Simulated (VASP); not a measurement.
Set up this calculation in VASP 6.6.1, as the native input.

```yaml
Task: relaxation of cell and atoms
Functional: PBE
Potentials_or_basis: VASP PAW PBE potentials, release 64 (Al, O)
Cutoff: 600 eV
k_mesh: 7 × 7 × 7
Occupations: gaussian, width 0.03 eV
Spin: no spin polarisation
Further_INCAR_settings: ALGO = Normal; EDIFF = 1e-06; IBRION = 2; EDIFFG = -0.01; NSW = 90; ISIF = 3
```

The structure of Al2O3 (Corundum) lies in POSCAR:

```
Al2O3
1.0
    2.3802500000      1.3742379782      4.3318666667
   -2.3802500000      1.3742379782      4.3318666667
    0.0000000000     -2.7484759565      4.3318666667
Al O
4 6
Direct
    0.3521600000      0.3521600000      0.3521600000
    0.1478400000      0.1478400000      0.1478400000
    0.6478400000      0.6478400000      0.6478400000
    0.8521600000      0.8521600000      0.8521600000
    0.5566800000      0.9433200000      0.2500000000
    0.2500000000      0.5566800000      0.9433200000
    0.9433200000      0.2500000000      0.5566800000
    0.4433200000      0.0566800000      0.7500000000
    0.7500000000      0.4433200000      0.0566800000
    0.0566800000      0.7500000000      0.4433200000
```

One way to write it, as run:

INCAR

```
SYSTEM = Al2O3
PREC     = Accurate       ! precision mode
ENCUT    = 600            ! plane-wave cutoff, eV
EDIFF    = 1E-6           ! SCF threshold, eV
ISMEAR   = 0              ! smearing method
SIGMA    = 0.03           ! smearing width, eV
LREAL    = .FALSE.        ! projectors in reciprocal space
LASPH    = .TRUE.         ! aspherical terms in the spheres
NELM     = 80             ! most SCF steps
ALGO     = Normal         ! electronic algorithm
ISIF     = 3              ! what is computed and relaxed
LWAVE    = .FALSE.        ! write WAVECAR
LCHARG   = .FALSE.        ! write CHGCAR
GGA      = PE             ! functional
IBRION   = 2              ! ionic algorithm
NSW      = 90             ! ionic steps
EDIFFG   = -0.01          ! ionic threshold
KPAR     = 2
```

KPOINTS

```
regular mesh
0
G
  7 7 7
  0 0 0
```

Potentials or basis: VASP PAW PBE potentials, release 64 (Al, O).

The run is started by

```console
$ cat potpaw_PBE.64/Al/POTCAR potpaw_PBE.64/O/POTCAR > POTCAR
$ mpirun -np 2 vasp_std > vasp.out
```

Results of the run:

- Relaxed volume: 8.74 Å³/atom
- Relaxed cell: a = 5.177 Å, b = 5.177 Å, c = 5.177 Å, α = 55.30°, β = 55.30°, γ = 55.30°
- Space group after relaxing (to 0.05 Å): R-3c (No. 167)
- Energy gained by relaxing: 5.1 meV/atom
- Ionic steps: 5
- Pressure after relaxing: 0.1 GPa
- Largest force after relaxing: 0.003 eV/Å
- Band gap on the k mesh: 5.88 eV, direct

Caveat: an odd mesh through Γ misses points on the zone boundary, where band edges often lie.

It took 3.6 min on 2 MPI ranks on Intel(R) Xeon(R) Platinum 8488C (Sapphire Rapids), with other jobs on the host, peak memory 0.31 GiB a rank.
